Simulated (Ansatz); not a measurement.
**Point defect: O vacancy in ZnO**

All numbers below come from Ansatz, DFT PBE, scalar-relativistic, plane waves, PAW. Settings: 420 eV cutoff, 2×2×2 k-mesh, shifted by half a step, Gaussian smearing of 0.01 eV, no spin polarisation.

Host crystal, relaxed:

```
Zn O
1.0
     3.27939    0.00000    0.00000
    -1.63970    2.84004    0.00000
     0.00000    0.00000    5.29323
Zn O
2 2
Direct
  0.66667 0.33333 0.50060
  0.33333 0.66667 0.00060
  0.66667 0.33333 0.87971
  0.33333 0.66667 0.37971
```

Supercell of 36 atoms, rows in host cell vectors: 1 2 -1; 1 -1 -1; -2 -1 -1. Atoms relax at the host's cell from a start displaced at random by 0.06 Å near the defect, so other minima may exist. The cell is small, so energies carry finite-size errors of tenths of an eV. The host's Kohn–Sham gap is 0.74 eV. Atoms are taken from and returned to the elements' standard states. Charged cells are corrected for image charges with the computed static dielectric tensor (mean 10.9) and aligned with the host's potential at far atoms (alignment terms reach 0.68 eV; the program doubts the alignment in some charges, where it is up to 0.68 eV). No band-filling term is added, and the Fermi level counts from the host's valence band top.

Defect: O vacancy set at (0.667, 0.333, 0.880) of the host cell. In charge +2 some atom moved by up to 0.5 Å, so the relaxed defect can differ in kind from the start. Before relaxation its nearest neighbours are 3 Zn at 2.00 Å, 1 Zn at 2.01 Å.

| charge | E_f at the valence band top (eV) | over the neutral state (eV) | moment (μB) | largest move (Å) | atoms near the site |
| --- | --- | --- | --- | --- | --- |
| +2 | 2.15 | -1.57 | 0.00 | 0.50 | 1 Zn at 2.39 Å, 2 Zn at 2.40 Å, 1 Zn at 2.51 Å |
| 0 | 3.73 | 0.00 | 0.00 | 0.21 | 1 Zn at 1.80 Å, 1 Zn at 1.82 Å, 2 Zn at 1.83 Å |

Among the charges computed the stable one is +2 at the valence band top and stays so across the gap. Without the alignment that the program doubts, the level (+2/0) would lie at 0.45 eV, inside the gap, so these runs don't decide whether the defect changes charge there.

Cost: 3 runs of about 21 core-minutes in all, on Arm Neoverse V1 (shared hosts).